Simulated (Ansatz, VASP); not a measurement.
**Ti2GeC: VASP beside Ansatz**

One calculation is typed for both programs; each brings its own data sets. How far apart do they land? The cell is taken from a series of runs on this material, whose earlier steps may have relaxed, scaled, displaced or heated it; both programs get it as it stands.

Method: plane waves, with VASP 6.6.1 beside it; relaxation of cell and atoms at r2SCAN, in Ansatz 0.2.0.

### 1. The structure

Symmetry: P6_3/mmc, No. 194, hexagonal system. Conventional cell: a = 3.087 Å, b = 3.087 Å, c = 12.916 Å, α = 90.00°, β = 90.00°, γ = 120.00°. Nearest to Ti lie 3 C at 2.12 Å and 3 Ge at 2.74 Å. Nearest to Ge lie 6 Ti at 2.74 Å. C has 6 Ti at 2.12 Å nearest. Farther neighbours are not listed.

Structure file:

```cif
data_structure
_symmetry_space_group_name_H-M 'P6_3/mmc'
_symmetry_Int_Tables_number 194
_cell_length_a 3.0873
_cell_length_b 3.0873
_cell_length_c 12.9156
_cell_angle_alpha 90.000
_cell_angle_beta 90.000
_cell_angle_gamma 120.000
_cell_volume 106.61
loop_
_atom_site_label
_atom_site_type_symbol
_atom_site_symmetry_multiplicity
_atom_site_Wyckoff_symbol
_atom_site_fract_x
_atom_site_fract_y
_atom_site_fract_z
_atom_site_occupancy
Ti1 Ti 4 f 0.66667 0.33333 0.58934 1
Ge1 Ge 2 d 0.66667 0.33333 0.25000 1
C1 C 2 a 0.00000 0.00000 0.50000 1
```

### 2. VASP: relaxation of cell and atoms, r2SCAN

The relaxed volume is the usual yardstick between codes: in a stiff, nearly cubic crystal its relative difference is about their pressure difference at one cell divided by the bulk modulus.

Lines of VASP's logs that name or quote its potential files are left out, and so is its time.

INCAR reads:

```
SYSTEM = Ti2GeC
PREC = Accurate
ENCUT = 660
EDIFF = 1E-07
NELM = 120
ISMEAR = 1
SIGMA = 0.25
LREAL = .FALSE.
ALGO = Normal
METAGGA = R2SCAN
LASPH = .TRUE.
NBANDS = 52
LORBIT = 11
LWAVE = .FALSE.
LCHARG = .FALSE.
ISIF = 3
IBRION = 2
NSW = 80
EDIFFG = -0.005
GGA_COMPAT = .FALSE.
NELMIN = 4
LMIXTAU = .TRUE.
KPAR = 2
```

POSCAR reads:

```
Ti2GeC
1.0
    3.0872930000      0.0000000000      0.0000000000
   -1.5436470000      2.6736740000      0.0000000000
    0.0000000000      0.0000000000     12.9156110000
Ti Ge C
4 2 2
Direct
    0.6666669449      0.3333334580      0.5893409146
    0.3333335660      0.6666669160      0.4106590854
    0.3333335660      0.6666669160      0.0893409534
    0.6666669449      0.3333334580      0.9106590466
    0.6666669449      0.3333334580      0.2500000194
    0.3333335660      0.6666669160      0.7499999806
    0.0000000000      0.0000000000      0.4999999613
    0.0000000000      0.0000000000      0.0000000000
```

KPOINTS reads:

```
Automatic mesh
0
Gamma
15 15 4
0 0 0
```

The projector-augmented-wave data sets are Ti_sv, Ge_d and C (PBE family, release 64).

Run with:

```console
> mpirun -np 2 vasp_std
```

Numbers of over 12 decimals in the logs are rounded to 6 here.

The log of the run:

```text
[banner, memory and clock lines left out]
running    2 mpi-ranks, on    1 nodes
 distrk:  each k-point on    1 cores,    2 groups
 distr:  one band on    1 cores,    1 groups

 POSCAR found type information on POSCAR TiGeC
 POSCAR found :  3 types and       8 ions
|                                                                             |
|               ----> ADVICE to this user running VASP <----                  |
|                                                                             |
|     You enforced a specific xc type in the INCAR file but a different       |
|     [... a line on the potential file left out ...]
|     I HOPE YOU KNOW WHAT YOU ARE DOING!                                     |
|                                                                             |

 LDA part: xc-table for (None), standard interpolation
 POSCAR, INCAR and KPOINTS ok, starting setup
 FFT: planning ... GRIDC
 FFT: planning ... GRID_SOFT
 FFT: planning ... GRID
 WAVECAR not read
 entering main loop
       N       E                     dE             d eps       ncg     rms          rms(c)
DAV:   1     0.120162905316E+04    0.12016E+04   -0.47122E+04 10340   0.395E+03
DAV:   2     0.127839740589E+03   -0.10738E+04   -0.10430E+04  8432   0.992E+02
DAV:   3    -0.100899317926E+03   -0.22874E+03   -0.22146E+03 10524   0.296E+02
DAV:   4    -0.134996436220E+03   -0.34097E+02   -0.33689E+02 12500   0.104E+02
DAV:   5    -0.137844134948E+03   -0.28477E+01   -0.28423E+01 13008   0.278E+01    0.328E+01
DAV:   6    -0.116935014353E+03    0.20909E+02   -0.10858E+02 11724   0.608E+01    0.883E+00
DAV:   7    -0.110127428967E+03    0.68076E+01   -0.10386E+01 11456   0.165E+01    0.507E+00
DAV:   8    -0.111879056841E+03   -0.17516E+01   -0.11448E+00 11804   0.780E+00    0.234E+00
DAV:   9    -0.107706287386E+03    0.41728E+01   -0.97998E-01  9140   0.761E+00    0.914E-01
DAV:  10    -0.106451390549E+03    0.12549E+01   -0.25354E-01  9868   0.307E+00    0.821E-01
DAV:  11    -0.106487456444E+03   -0.36066E-01   -0.32210E-01  9116   0.371E+00    0.279E-01
DAV:  12    -0.106504367950E+03   -0.16912E-01   -0.63764E-02  9552   0.164E+00    0.339E-01
DAV:  13    -0.106503995432E+03    0.37252E-03   -0.50224E-03 11340   0.475E-01    0.266E-01
DAV:  14    -0.106562992456E+03   -0.58997E-01   -0.34853E-02  8928   0.110E+00    0.952E-02
[...]
DAV:  25    -0.106579731184E+03   -0.55121E-05   -0.70086E-06  9264   0.142E-02    0.279E-03
DAV:  26    -0.106579731621E+03   -0.43667E-06   -0.18201E-06  9648   0.653E-03    0.218E-03
DAV:  27    -0.106579732890E+03   -0.12688E-05   -0.46997E-07  7832   0.350E-03    0.200E-03
DAV:  28    -0.106579732095E+03    0.79467E-06   -0.24300E-07  6628   0.237E-03    0.116E-03
DAV:  29    -0.106579733050E+03   -0.95477E-06   -0.80095E-08  4928   0.221E-03    0.713E-04
DAV:  30    -0.106579732650E+03    0.39930E-06   -0.41024E-08  4884   0.120E-03    0.664E-04
DAV:  31    -0.106579733462E+03   -0.81161E-06   -0.73207E-08  5008   0.142E-03    0.207E-04
DAV:  32    -0.106579733519E+03   -0.57367E-07   -0.39522E-08  4832   0.101E-03
   1 F= -.10657973E+03 E0= -.10657777E+03  d E =-.106580E+03
[...]
2 F= -.10658002E+03 E0= -.10657805E+03  d E =-.285434E-03
[...]
3 F= -.10658002E+03 E0= -.10657805E+03  d E =-.285410E-03
[...]
4 F= -.10658003E+03 E0= -.10657805E+03  d E =-.907196E-05
 trial-energy change:   -0.000009  1 .order   -0.000013   -0.000107    0.000081
 step:   0.5361(harm=  0.5668)  dis= 0.00021  next Energy=  -106.580047 (dE=-0.282E-04)
 bond charge predicted
       N       E                     dE             d eps       ncg     rms          rms(c)
DAV:   1    -0.106580323925E+03   -0.29591E-03   -0.76495E-03 10608   0.953E-01    0.133E-01
DAV:   2    -0.106580089183E+03    0.23474E-03   -0.15010E-03 10196   0.295E-01    0.542E-02
DAV:   3    -0.106580062533E+03    0.26649E-04   -0.23091E-04 11828   0.919E-02    0.188E-02
DAV:   4    -0.106580032221E+03    0.30312E-04   -0.65449E-05 10964   0.396E-02    0.116E-02
DAV:   5    -0.106580045771E+03   -0.13550E-04   -0.99011E-06 11096   0.156E-02    0.694E-03
DAV:   6    -0.106580048510E+03   -0.27389E-05   -0.11419E-05 10148   0.161E-02    0.192E-03
DAV:   7    -0.106580049325E+03   -0.81459E-06   -0.19259E-06  9476   0.656E-03    0.120E-03
DAV:   8    -0.106580049825E+03   -0.49974E-06   -0.97215E-08  5320   0.245E-03    0.588E-04
DAV:   9    -0.106580049669E+03    0.15529E-06   -0.25183E-07  6456   0.237E-03    0.340E-04
DAV:  10    -0.106580049979E+03   -0.31003E-06   -0.15987E-08  4556   0.117E-03    0.279E-04
DAV:  11    -0.106580049626E+03    0.35309E-06   -0.11352E-08  4420   0.788E-04    0.181E-04
DAV:  12    -0.106580049854E+03   -0.22809E-06   -0.47999E-09  4408   0.570E-04    0.125E-04
DAV:  13    -0.106580049777E+03    0.77760E-07   -0.38069E-09  4368   0.400E-04
   5 F= -.10658005E+03 E0= -.10657808E+03  d E =-.308473E-04
 curvature:  -0.33 expect dE=-0.175E-05 dE for cont linesearch -0.735E-10
 trial: gam= 0.05264 g(F)=  0.211E-07 g(S)=  0.522E-05 ort =-0.167E-06 (trialstep = 0.904E+00)
 search vector abs. value=  0.558E-05
 reached required accuracy - stopping structural energy minimisation
```

OUTCAR, selected parts (step 2):

```text
ion  position               nearest neighbor table
   1  0.667  0.333  0.589-   7 2.12   7 2.12   7 2.12   6 2.74   6 2.74   6 2.74   2 2.92   2 2.92
                             2 2.92
   2  0.333  0.667  0.411-   7 2.12   7 2.12   7 2.12   5 2.74   5 2.74   5 2.74   1 2.92   1 2.92
                             1 2.92
   3  0.333  0.667  0.089-   8 2.12   8 2.12   8 2.12   5 2.74   5 2.74   5 2.74   4 2.92   4 2.92
                             4 2.92
   4  0.667  0.333  0.911-   8 2.12   8 2.12   8 2.12   6 2.74   6 2.74   6 2.74   3 2.92   3 2.92
                             3 2.92
   5  0.667  0.333  0.250-   2 2.74   3 2.74   2 2.74   3 2.74   2 2.74   3 2.74
   6  0.333  0.667  0.750-   1 2.74   4 2.74   1 2.74   4 2.74   1 2.74   4 2.74
   7  0.000  0.000  0.500-   2 2.12   2 2.12   1 2.12   1 2.12   2 2.12   1 2.12
   8  0.000  0.000  0.000-   3 2.12   4 2.12   4 2.12   3 2.12   3 2.12   4 2.12

  LATTYP: Found a hexagonal cell.
 ALAT       =     3.0872930000
 C/A-ratio  =     4.1834743252

 Subroutine GETGRP returns: Found 24 space group operations
 (whereof 12 operations were pure point group operations)

The static configuration has the point symmetry D_3d.
 The point group associated with its full space group is D_6h.

 Found     81 irreducible k-points:

   k-points           NKPTS =     81   k-points in BZ     NKDIM =     81   number of bands    NBANDS=     52

   dimension x,y,z NGX =    28 NGY =   28 NGZ =  108
   dimension x,y,z NGXF=    56 NGYF=   56 NGZF=  216

   ENCUT  =  660.0 eV  48.51 Ry    6.96 a.u.   6.47  6.47 27.05*2*pi/ulx,y,z

   NELECT =      84.0000    total number of electrons

 k-points in reciprocal lattice and weights: Automatic mesh
   0.00000000  0.00000000  0.00000000       0.001
   0.06666667 -0.00000000  0.00000000       0.007
   0.13333333 -0.00000000  0.00000000       0.007
   0.20000000 -0.00000000  0.00000000       0.007
   0.26666667 -0.00000000  0.00000000       0.007
   0.33333333 -0.00000000  0.00000000       0.007
   0.40000000 -0.00000000  0.00000000       0.007
   0.46666667 -0.00000000  0.00000000       0.007
   0.06666667  0.06666667  0.00000000       0.007
[...]
0.33333333  0.26666667  0.50000000       0.013
   0.33333333  0.33333333  0.50000000       0.002

 average (electrostatic) potential at core
       1 -76.4090       2 -76.4090       3 -76.4089       4 -76.4089       5 -74.9618
       6 -74.9618       7 -46.9832       8 -46.9831

 E-fermi :   9.0784

 k-point     1 :       0.0000    0.0000    0.0000
  band No.  band energies     occupation
    ...
     35       6.2298      2.00000
     36       6.2708      2.00000
     37       6.2708      2.00000
     38       7.0552      2.00000
     39       9.1252      0.68906
     40       9.6329     -0.00743
     41       9.6494     -0.00575
     42       9.6494     -0.00575
     43       9.7163     -0.00183
     44       9.7163     -0.00183
    ...

 k-point     2 :       0.0667   -0.0000    0.0000
  band No.  band energies     occupation
    ...
     35       6.2442      2.00000
     36       6.2828      2.00000
     37       6.3650      2.00000
     38       7.0363      2.00000
     39       9.1119      0.77535
     40       9.4731     -0.04808
     41       9.5662     -0.01866
     42       9.6720     -0.00398
     43       9.7064     -0.00220
     44       9.7784     -0.00055
    ...

 k-point     3 :       0.1333   -0.0000    0.0000
  band No.  band energies     occupation
    ...
     36       6.3092      2.00000
     37       6.4773      2.00000
     38       7.0175      2.00000
     39       8.9811      1.60669
     40       9.0374      1.27357
     41       9.1798      0.37212
     42       9.6273     -0.00807
     43       9.7836     -0.00049
     44       9.8212     -0.00022
     45       9.9440     -0.00001
    ...

  Total        0.0185167      0.0185167     -0.0134117     -0.0000000      0.0000000     -0.0000000
  in kB        0.2784930      0.2784930     -0.2017124     -0.0000001      0.0000000     -0.0000000
  external PRESSURE =       0.1184246 kB  Pullay stress =       0.0000000 kB

  energy-cutoff  :      660.00
  volume of cell :      106.53
      direct lattice vectors                 reciprocal lattice vectors
     3.087014437  0.000000000 -0.000000000     0.323937584  0.187025524 -0.000000000
    -1.543507719  2.673432758  0.000000000    -0.000000000  0.374050927  0.000000000
     0.000000000  0.000000000 12.907809488     0.000000000 -0.000000000  0.077472479

 POSITION                                       TOTAL-FORCE (eV/Angst)
 -----------------------------------------------------------------------------------
      1.54351      0.89114      7.60986         0.000000     -0.000000     -0.000331
      0.00000      1.78229      5.29795        -0.000000      0.000000      0.000331
      0.00000      1.78229      1.15596        -0.000000      0.000000     -0.000331
      1.54351      0.89114     11.75185         0.000000     -0.000000      0.000331
      1.54351      0.89114      3.22695         0.000000      0.000000      0.000000
      0.00000      1.78229      9.68086        -0.000000     -0.000000     -0.000000
      0.00000      0.00000      6.45390        -0.000000      0.000000      0.000000
      0.00000      0.00000     12.90781        -0.000000      0.000000      0.000000
 -----------------------------------------------------------------------------------
    total drift:                               -0.002522     -0.002187      0.000814

  FREE ENERGIE OF THE ION-ELECTRON SYSTEM (eV)
  ---------------------------------------------------
  free  energy   TOTEN  =      -106.5800497767 eV

  energy  without entropy=     -106.5741269456  energy(sigma->0) =     -106.57807550

 reached required accuracy - stopping structural energy minimisation

 total charge
# of ion       s       p       d       tot
------------------------------------------
    1        2.190   6.203   1.938  10.331
    2        2.190   6.203   1.938  10.331
    3        2.190   6.203   1.938  10.331
    4        2.190   6.203   1.938  10.331
    5        1.147   1.234  10.024  12.404
    6        1.147   1.234  10.024  12.404
    7        0.904   1.545   0.000   2.449
    8        0.904   1.545   0.000   2.449
--------------------------------------------------
tot         12.860  30.370  27.801  71.030

[... 3 further parts left out ...]
```

CONTCAR:

```
Ti2GeC
   1.00000000000000
     3.0870144372713351    0.0000000000521057   -0.0000000000000000
    -1.5435077185454282    2.6734327576195676    0.0000000000000000
     0.0000000000000000    0.0000000000000000   12.9078094880682386
  Ti              Ge              C
     4     2     2
Direct
     0.6666669449000011    0.3333334579999985    0.5895549173409819
     0.3333335660000003    0.6666669159999969    0.4104450826590181
     0.3333335660000003    0.6666669159999969    0.0895549561409780
     0.6666669449000011    0.3333334579999985    0.9104450438590220
     0.6666669449000011    0.3333334579999985    0.2500000193999981
     0.3333335660000003    0.6666669159999969    0.7499999806000019
     0.0000000000000000    0.0000000000000000    0.4999999612999986
     0.0000000000000000    0.0000000000000000    1.0000000000000000
```

(Continued in part 2 of 2.)

[Lines on the potential files, build, host, timing and source positions are cut from VASP's logs without a mark.]

[Logs are printed without paths, hosts, clocks, repeated set-up lines and the standing remarks that a program may print on its own settings, such as how far it seeks lower states.]

[Hosts, paths, dates, database ids (printed as entryN), source tags and the programs' standing remarks are cut or masked in the printed files.]
